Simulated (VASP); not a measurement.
# Br2 in VASP: notebook

One molecule, Br2, is run at these levels: PBE+D3, PBE+D4, PBE+D3(BJ); tasks: single point.

All numbers are computed with VASP 6.6.1; they aren't measurements. Logs are shortened: lines on timing, memory, paths and dates and some standing lists are left out, and cuts for length are marked.

### Step 1. Starting point

The cell holds a molecule in a box, 2 atoms: a = 12.472 Å, b = 12.972 Å, c = 13.472 Å, α = 90.00°, β = 90.00°, γ = 90.00°.

### Step 2. Single point, PBE+D3

Contents of INCAR:

```
ALGO = Fast ; EDIFF = 1E-6
ENCUT = 400 ; GGA = PE
ISIF = 2 ; ISMEAR = 0
ISYM = 0 ; IVDW = 11
LASPH = True ; LCHARG = False
LREAL = False ; LWAVE = False
NELM = 60 ; PREC = Accurate
SIGMA = 0.01
```

Contents of KPOINTS:

```
k-points
0
Gamma
  1 1 1
```

Contents of POSCAR:

```
Br                                      
1.0
   12.4722938544      0.0000000000      0.0000000000
    0.0000000000     12.9722938544      0.0000000000
    0.0000000000      0.0000000000     13.4722938544
  Br            
     2
Selective dynamics
Direct
     0.5078502952000008    0.4603059263999967    0.5731981456000028   F   F   F
     0.4919773384325052    0.5483676664406775    0.4251855135840616   T   T   T
```

Potentials or basis: VASP PAW PBE potentials, release 64 (Br).

Command:

```bash
$ cat potpaw_PBE.64/Br/POTCAR > POTCAR
$ mpirun -np 4 vasp_gam > vasp.out
```

OUTCAR:

```text
EDIFF = 1E-6
   ENCUT = 400
   GGA = PE
   ISIF = 2
   ISMEAR = 0
   ISYM = 0
   IVDW = 11
   LASPH = True
   LREAL = False
   NELM = 60
   PREC = Accurate
 IVDW          = 11

 ion  position               nearest neighbor table
   1  0.508  0.460  0.573-   2 2.31
   2  0.492  0.548  0.425-   1 2.31

IMPORTANT INFORMATION: All symmetrisations will be switched off!
NOSYMM: (Re-)initialisation of all symmetry stuff for point group C_1.

----------------------------------------------------------------------------------------

                                     Primitive cell

  volume of cell :    2179.7398

  direct lattice vectors                    reciprocal lattice vectors
    12.472293854  0.000000000  0.000000000     0.080177713  0.000000000  0.000000000
     0.000000000 12.972293854  0.000000000     0.000000000  0.077087369  0.000000000
     0.000000000  0.000000000 13.472293854     0.000000000  0.000000000  0.074226409

  length of vectors
    12.472293854 12.972293854 13.472293854     0.080177713  0.077087369  0.074226409

  position of ions in fractional coordinates (direct lattice)
     0.507850295  0.460305926  0.573198146
     0.491977338  0.548367666  0.425185514

  ion indices of the primitive-cell ions
   primitive index   ion index
                 1           1
                 2           2

----------------------------------------------------------------------------------------

 KPOINTS: k-points

Automatic generation of k-mesh.
 Grid dimensions read from file:
 generate k-points for:    1    1    1

 Generating k-lattice:

  Cartesian coordinates                     Fractional coordinates (reciprocal lattice)
     0.080177713  0.000000000  0.000000000     1.000000000  0.000000000  0.000000000
     0.000000000  0.077087369  0.000000000     0.000000000  1.000000000  0.000000000
     0.000000000  0.000000000  0.074226409     0.000000000  0.000000000  1.000000000

  Length of vectors
     0.080177713  0.077087369  0.074226409

  Shift w.r.t. Gamma in fractional coordinates (k-lattice)
     0.000000000  0.000000000  0.000000000

 Subroutine IBZKPT returns following result:
 ===========================================

 Found      1 irreducible k-points:

 Following reciprocal coordinates:
            Coordinates               Weight
  0.000000  0.000000  0.000000      1.000000
   k-points           NKPTS =      1   k-points in BZ     NKDIM =      1   number of bands    NBANDS=     12
   number of dos      NEDOS =    301   number of ions     NIONS =      2
   total plane-waves  NPLWV = 680400
   dimension x,y,z NGX =    84 NGY =   90 NGZ =   90
   dimension x,y,z NGXF=   168 NGYF=  180 NGZF=  180
   ions per type =               2
   NGX,Y,Z   is equivalent  to a cutoff of  11.20, 11.53, 11.11 a.u.
   NGXF,Y,Z  is equivalent  to a cutoff of  22.39, 23.07, 22.21 a.u.
 SYSTEM =  unknown system
   PREC   = accura    normal or accurate (medium, high low for compatibility)
   ISTART =      0    job   : 0-new  1-cont  2-samecut
   ICHARG =      2    charge: 1-file 2-atom 10-const
   ISPIN  =      1    spin polarized calculation?
   LNONCOLLINEAR =      F non collinear calculations
   LSORBIT =      F    spin-orbit coupling
   LASPH  =      T    aspherical Exc in radial PAW
   ENCUT  =  400.0 eV  29.40 Ry    5.42 a.u.  20.34 21.15 21.97*2*pi/ulx,y,z
   NELM   =     60;   NELMIN=  2; NELMDL= -5     # of ELM steps
   EDIFF  = 0.1E-05   stopping-criterion for ELM
   LREAL  =      F    real-space projection
   EDIFFG = 0.1E-04   stopping-criterion for IOM
   NSW    =      0    number of steps for IOM
   IBRION =     -1    ionic relax: 0-MD 1-quasi-New 2-CG
   NFREE  =      0    steps in history (QN), initial steepest desc. (CG)
   ISIF   =      2    stress and relaxation
   ISYM   =      0    0-nonsym 1-usesym 2-fastsym
   POTIM  = 0.5000    time-step for ionic-motion
   TEBEG  =    0.0;   TEEND  =   0.0 temperature during run
   PSTRESS=    0.0 pullay stress
   NELECT =      14.0000    total number of electrons
   NUPDOWN=      -1.0000    fix difference up-down
   EMIN   =  10.00;   EMAX   =-10.00  energy-range for DOS
   EFERMI =   0.00;   METHOD = LEGACY
   ISMEAR =     0;   SIGMA  =   0.01  broadening in eV -4-tet -1-fermi 0-gaus
   EFERMI_NEDOS =   21; number of points for ismear=-14 and -15
   IALGO  =     68    algorithm
   IMIX   =      4    mixing-type and parameters
     AMIX     =   0.40;   BMIX     =  1.00
     AMIX_MAG =   1.60;   BMIX_MAG =  1.00
  volume/ion in A,a.u.               =    1089.87      7354.81
  Fermi-wavevector in a.u.,A,eV,Ry     =   0.304310  0.575062  1.259960  0.092604
  Thomas-Fermi vector in A             =   1.176283
   LORBIT       =      0    0 simple, 1 ext, 2 COOP (PROOUT), +10 PAW based schemes
   GGA     = PE    functional components
   LHFCALC =     F    Hartree Fock is set to
   AEXX    =    0.0000 exact exchange contribution
   IVDW    =    11    specifies the selected vdW correction
   LEPSILON=     F    determine dielectric tensor
   LRPA    =     F    only Hartree local field effects (RPA)
 non-spin polarized calculation
 RMM-DIIS sequential band-by-band and
 Gauss-broadening in eV      SIGMA  =   0.01
  energy-cutoff  :      400.00
  volume of cell :     2179.74
 maximum number of plane-waves:     19819
 NGX is ok and might be reduce to    84
   NGX = 41   NGY = 43   NGZ = 43

 number of electron      13.9999996 magnetization

 Free energy of the ion-electron system (eV)
  ---------------------------------------------------
  ext. energy  EPLUGINS =         0.00000000
  ---------------------------------------------------
  free energy    TOTEN  =        -3.02237731 eV

  energy without entropy =       -3.02237731  energy(sigma->0) =       -3.02237731

 E-fermi :  -6.5602     XC(G=0):  -0.5423

 val. band max:       -6.6510734713   @ k =   0.0000   0.0000   0.0000
 cond. band min:      -4.4439824474   @ k =   0.0000   0.0000   0.0000
 fundamental gap:      2.2070910239
 Fermi energy:        -6.5602195894

 k-point     1 :       0.0000    0.0000    0.0000
  band No.  band energies     occupation
      1     -21.7881      2.00000
      2     -19.0000      2.00000
      3     -10.6480      2.00000
      4      -8.6421      2.00000
      5      -8.6418      2.00000
      6      -6.6514      2.00000
      7      -6.6511      2.00000
      8      -4.4440      0.00000
      9      -0.4243      0.00000
     10       0.5272      0.00000
     11       0.5544      0.00000
     12       0.7078      0.00000

------------------------ aborting loop because EDIFF is reached ----------------------------------------

 Edisp (eV)   -0.00107

 E8    (eV) :    -0.0007

  FORCE on cell =-STRESS in cart. coord.  units (eV):
  Direction    XX          YY          ZZ          XY          YZ          ZX
  --------------------------------------------------------------------------------------
  -------------------------------------------------------------------------------------
  Total      -0.02274    -0.02287    -0.02323    -0.00005    -0.00084     0.00017
  in kB      -0.01671    -0.01681    -0.01707    -0.00004    -0.00062     0.00012
  external pressure =       -0.02 kB  Pullay stress =        0.00 kB

 VOLUME and BASIS-vectors are now :
 -----------------------------------------------------------------------------
  energy-cutoff  :      400.00
  volume of cell :     2179.74
      direct lattice vectors                 reciprocal lattice vectors
    12.472293854  0.000000000  0.000000000     0.080177713  0.000000000  0.000000000
     0.000000000 12.972293854  0.000000000     0.000000000  0.077087369  0.000000000
     0.000000000  0.000000000 13.472293854     0.000000000  0.000000000  0.074226409

 POSITION                                       TOTAL-FORCE (eV/Angst)
 -----------------------------------------------------------------------------------
      6.33406      5.97122      7.72229        -0.000217     -0.000840      0.000584
      6.13609      7.11359      5.72822         0.000217      0.000840     -0.000584
 -----------------------------------------------------------------------------------
    total drift:                                0.000021     -0.000549     -0.000132

  FREE ENERGIE OF THE ION-ELECTRON SYSTEM (eV)
  ---------------------------------------------------
  free  energy   TOTEN  =        -3.0234509879 eV

  energy  without entropy=       -3.0234509879  energy(sigma->0) =       -3.02345099
```

It took 21 s on 4 MPI ranks of Intel Xeon 6975P-C (Granite Rapids), shared host; peak memory 0.43 GiB.

Results:

```
Free energy                     : -3.0235 eV
Gap between the frontier levels : 2.21 eV
Dispersion energy per atom      : -0.001 eV
```

### Step 3. Single point, PBE+D4

INCAR, as its differences from that of step 2:

```diff
@@ -3,3 +3,3 @@
 ISIF = 2 ; ISMEAR = 0
-ISYM = 0 ; IVDW = 11
+ISYM = 0 ; IVDW = 13
 LASPH = True ; LCHARG = False
```

KPOINTS is that of step 2.

POSCAR is that of step 2.

Potentials or basis: VASP PAW PBE potentials, release 64 (Br).

Command:

```bash
$ cat potpaw_PBE.64/Br/POTCAR > POTCAR
$ mpirun -np 4 vasp_gam > vasp.out
```

Run time: 21 s. Hardware: 4 MPI ranks of Intel Xeon 6975P-C (Granite Rapids), shared host; peak memory 0.43 GiB.

Results (log left out):

- Free energy: -3.0628 eV
- Largest force: 0.004 eV/Å
- Gap between the frontier levels: 2.21 eV
- Dispersion energy per atom: -0.020 eV

Forces on the atoms (eV/Å):
```
Br  -0.001  0.001 -0.003
Br   0.001 -0.001  0.003
```

Levels at points of the mesh, in eV from the valence-band top:
```tsv
k point	band 3	band 4	band 5	band 6	band 7	band 8	band 9	band 10	band 11	band 12
(0.00, 0.00, 0.00)	-4.00	-1.99	-1.99	0.00	0.00	2.21	6.23	7.18	7.21	7.36
```

### Step 4. Single point, PBE+D3(BJ)

Contents of INCAR:

```
ALGO = Fast ; EDIFF = 1E-6
ENCUT = 520 ; GGA = PE
ISIF = 2 ; ISMEAR = 0
ISYM = 0 ; IVDW = 12
LASPH = True ; LCHARG = False
LREAL = False ; LWAVE = False
NELM = 60 ; PREC = Accurate
SIGMA = 0.01
```

KPOINTS is that of step 3.

POSCAR is that of step 3.

Potentials or basis: VASP PAW PBE potentials, release 64 (Br).

Command:

```bash
$ cat potpaw_PBE.64/Br/POTCAR > POTCAR
$ mpirun -np 4 vasp_gam > vasp.out
```

OUTCAR:

```text
EDIFF = 1E-6
   ENCUT = 520
   GGA = PE
   ISIF = 2
   ISMEAR = 0
   ISYM = 0
   IVDW = 12
   LASPH = True
   LREAL = False
   NELM = 60
   PREC = Accurate
 IVDW          = 12

 ion  position               nearest neighbor table
   1  0.508  0.460  0.573-   2 2.31
   2  0.492  0.548  0.425-   1 2.31

IMPORTANT INFORMATION: All symmetrisations will be switched off!
NOSYMM: (Re-)initialisation of all symmetry stuff for point group C_1.

----------------------------------------------------------------------------------------

                                     Primitive cell

  volume of cell :    2179.7398

  direct lattice vectors                    reciprocal lattice vectors
    12.472293854  0.000000000  0.000000000     0.080177713  0.000000000  0.000000000
     0.000000000 12.972293854  0.000000000     0.000000000  0.077087369  0.000000000
     0.000000000  0.000000000 13.472293854     0.000000000  0.000000000  0.074226409

  length of vectors
    12.472293854 12.972293854 13.472293854     0.080177713  0.077087369  0.074226409

  position of ions in fractional coordinates (direct lattice)
     0.507850295  0.460305926  0.573198146
     0.491977338  0.548367666  0.425185514

  ion indices of the primitive-cell ions
   primitive index   ion index
                 1           1
                 2           2

----------------------------------------------------------------------------------------

 KPOINTS: k-points

Automatic generation of k-mesh.
 Grid dimensions read from file:
 generate k-points for:    1    1    1

 Generating k-lattice:

  Cartesian coordinates                     Fractional coordinates (reciprocal lattice)
     0.080177713  0.000000000  0.000000000     1.000000000  0.000000000  0.000000000
     0.000000000  0.077087369  0.000000000     0.000000000  1.000000000  0.000000000
[... 53 lines left out ...]
     AMIX     =   0.40;   BMIX     =  1.00
     AMIX_MAG =   1.60;   BMIX_MAG =  1.00
  volume/ion in A,a.u.               =    1089.87      7354.81
  Fermi-wavevector in a.u.,A,eV,Ry     =   0.304310  0.575062  1.259960  0.092604
  Thomas-Fermi vector in A             =   1.176283
   LORBIT       =      0    0 simple, 1 ext, 2 COOP (PROOUT), +10 PAW based schemes
   GGA     = PE    functional components
   LHFCALC =     F    Hartree Fock is set to
   AEXX    =    0.0000 exact exchange contribution
   IVDW    =    12    specifies the selected vdW correction
   LEPSILON=     F    determine dielectric tensor
   LRPA    =     F    only Hartree local field effects (RPA)
 non-spin polarized calculation
 RMM-DIIS sequential band-by-band and
 Gauss-broadening in eV      SIGMA  =   0.01
  energy-cutoff  :      520.00
  volume of cell :     2179.74
 maximum number of plane-waves:     29345
 NGX is ok and might be reduce to    96
   NGX = 47   NGY = 49   NGZ = 51

 number of electron      13.9999998 magnetization

 Free energy of the ion-electron system (eV)
  ---------------------------------------------------
  ext. energy  EPLUGINS =         0.00000000
  ---------------------------------------------------
  free energy    TOTEN  =        -3.02278025 eV

  energy without entropy =       -3.02278025  energy(sigma->0) =       -3.02278025

 E-fermi :  -6.5610     XC(G=0):  -0.5415

 val. band max:       -6.6513926599   @ k =   0.0000   0.0000   0.0000
 cond. band min:      -4.4442651837   @ k =   0.0000   0.0000   0.0000
 fundamental gap:      2.2071274762
 Fermi energy:        -6.5609675138

 k-point     1 :       0.0000    0.0000    0.0000
  band No.  band energies     occupation
      1     -21.7878      2.00000
      2     -18.9996      2.00000
      3     -10.6483      2.00000
      4      -8.6424      2.00000
      5      -8.6421      2.00000
      6      -6.6517      2.00000
      7      -6.6514      2.00000
      8      -4.4443      0.00000
      9      -0.4240      0.00000
     10       0.5276      0.00000
     11       0.5544      0.00000
     12       0.7066      0.00000

------------------------ aborting loop because EDIFF is reached ----------------------------------------

 Edisp (eV)   -0.03524

 E8    (eV) :    -0.0158

  FORCE on cell =-STRESS in cart. coord.  units (eV):
  Direction    XX          YY          ZZ          XY          YZ          ZX
  --------------------------------------------------------------------------------------
  -------------------------------------------------------------------------------------
  Total      -0.00188    -0.00572    -0.01234     0.00046     0.00500    -0.00085
  in kB      -0.00138    -0.00420    -0.00907     0.00033     0.00367    -0.00063
  external pressure =       -0.00 kB  Pullay stress =        0.00 kB

 VOLUME and BASIS-vectors are now :
 -----------------------------------------------------------------------------
  energy-cutoff  :      520.00
  volume of cell :     2179.74
      direct lattice vectors                 reciprocal lattice vectors
    12.472293854  0.000000000  0.000000000     0.080177713  0.000000000  0.000000000
     0.000000000 12.972293854  0.000000000     0.000000000  0.077087369  0.000000000
     0.000000000  0.000000000 13.472293854     0.000000000  0.000000000  0.074226409

 POSITION                                       TOTAL-FORCE (eV/Angst)
 -----------------------------------------------------------------------------------
      6.33406      5.97122      7.72229        -0.000321      0.002116     -0.004716
      6.13609      7.11359      5.72822         0.000321     -0.002116      0.004716
 -----------------------------------------------------------------------------------
    total drift:                               -0.000061      0.000268     -0.000028

  FREE ENERGIE OF THE ION-ELECTRON SYSTEM (eV)
  ---------------------------------------------------
  free  energy   TOTEN  =        -3.0580214593 eV

  energy  without entropy=       -3.0580214593  energy(sigma->0) =       -3.05802146
```

OSZICAR:

```text
N       E                     dE             d eps       ncg     rms          rms(c)
DAV:   1     0.142046642395E+03    0.14205E+03   -0.26029E+03    24   0.604E+02
DAV:   2     0.378893715246E+02   -0.10416E+03   -0.10256E+03    44   0.714E+01
DAV:   3    -0.115715472785E+01   -0.39047E+02   -0.38961E+02    40   0.803E+01
[... 14 lines left out ...]
RMM:  18    -0.302277369609E+01   -0.15740E-04   -0.12099E-06    24   0.421E-03    0.110E-03
RMM:  19    -0.302277577923E+01   -0.20831E-05   -0.36473E-07    24   0.247E-03    0.369E-04
RMM:  20    -0.302277871785E+01   -0.29386E-05   -0.14532E-07    20   0.186E-03    0.312E-04
RMM:  21    -0.302277988338E+01   -0.11655E-05   -0.11822E-07    21   0.172E-03    0.246E-04
RMM:  22    -0.302278024548E+01   -0.36210E-06    0.00000E+00    17   0.117E-03
   1 F= -.30580215E+01 E0= -.30580215E+01  d E =-.271478E-37
```

Run time: 27 s. Hardware: 4 MPI ranks of Intel Xeon 6975P-C (Granite Rapids), shared host; peak memory 0.54 GiB.

Results:

| Quantity | Value |
| --- | --- |
| Free energy | -3.0580 eV |
| Largest force | 0.005 eV/Å |
| Gap between the frontier levels | 2.21 eV |
| Dispersion energy per atom | -0.018 eV |

Forces on the atoms (eV/Å):
```
Br   0.000  0.002 -0.005
Br   0.000 -0.002  0.005
```

Levels at points of the mesh, in eV from the valence-band top:
| k point | band 4 | band 5 | band 6 | band 7 | band 8 | band 9 | band 10 | band 11 |
| --- | --- | --- | --- | --- | --- | --- | --- | --- |
| (0.00, 0.00, 0.00) | -1.99 | -1.99 | 0.00 | 0.00 | 2.21 | 6.23 | 7.18 | 7.21 |

### Step 5. Single point, PBE+D3(BJ)

INCAR, as its differences from that of step 4:

```diff
@@ -1,3 +1,3 @@
 ALGO = Fast ; EDIFF = 1E-6
-ENCUT = 520 ; GGA = PE
+ENCUT = 250 ; GGA = PE
 ISIF = 2 ; ISMEAR = 0
```

KPOINTS is that of step 4.

POSCAR is that of step 4.

Command:

```bash
$ cat potpaw_PBE.64/Br/POTCAR > POTCAR
$ mpirun -np 4 vasp_gam > vasp.out
```

Run time: 10 s. Hardware: 4 MPI ranks of Intel Xeon 6975P-C (Granite Rapids), shared host; peak memory 0.26 GiB.

Results (log left out):

```yaml
Free_energy: -3.0536 eV
Largest_force: 0.003 eV/Å
Gap_between_the_frontier_levels: 2.20 eV
Dispersion_energy_per_atom: -0.018 eV
```

Forces in eV/Å, atoms in the order of the input:
```
Br   0.001 -0.002  0.002
Br  -0.001  0.002 -0.002
```

Levels at points of the mesh, in eV from the valence-band top:
```
           k point  band 3  band 4  band 5  band 6  band 7  band 8  band 9  band 10  band 11  band 12
(0.00, 0.00, 0.00)   -4.00   -1.99   -1.99    0.00    0.00    2.20    6.22     7.17     7.20     7.35
```

Caveat: the cutoff is under 1.25 times the usual one of these potentials, so pressure, stress and relaxed cells hold a basis-set (Pulay) error. A hybrid or GW would open this gap; PBE tends to underestimate it.

### Step 6. Overview

| level | cutoff (eV) | gap on the mesh (eV) |
| --- | --- | --- |
| PBE+D3 | 400 | 2.21 |
| PBE+D4 | 400 | 2.21 |
| PBE+D3(BJ) | 520 | 2.21 |
| PBE+D3(BJ) | 250 | 2.20 |

Alike in all rows: task single point; potentials or basis VASP PAW PBE potentials, release 64 (Br); no spin polarisation; cell as given; k mesh 1 × 1 × 1; smearing gaussian 0.01 eV.

On the cell as given the gap runs from 2.20 eV (PBE+D3(BJ)) to 2.21 eV (PBE+D3).

Caveats: the cutoff is under 1.25 times the usual one of these potentials, so pressure, stress and relaxed cells hold a basis-set (Pulay) error (some runs).

Absolute energies hang on the potentials; compare differences alone.
